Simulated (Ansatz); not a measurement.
Crystal: AlCu3.

```xyz
4
Lattice="3.6374 0.0000 0.0000 0.0000 3.6374 0.0000 0.0000 0.0000 3.6374" Properties=species:S:1:pos:R:3 pbc="T T T"
Cu    0.0000    1.8187    1.8187
Cu    1.8187    0.0000    1.8187
Cu    1.8187    1.8187    0.0000
Al    0.0000    0.0000    0.0000
```

The cell comes from a database or a generator and needn't be the stable form of this composition.

Base run:

```yaml
Program: Ansatz 0.2.0
Functional: LDA
Potentials_or_basis: all-electron LAPW, scalar-relativistic
Cutoff: 269 eV (chosen from the basis error)
Basis_error_allowed: 0.002 eV/atom
k_mesh: 7 × 7 × 7
Occupations: fermi-dirac, width 0.05 eV
Spin: no spin polarisation
```

Its results: pressure -6.2 GPa.

The run is repeated on the same cell with these changes: functional from LDA to PBEsol. What comes out?

Pressure -0.8 GPa.

PBEsol binds less tightly than LDA, so the same cell stands under more pressure.
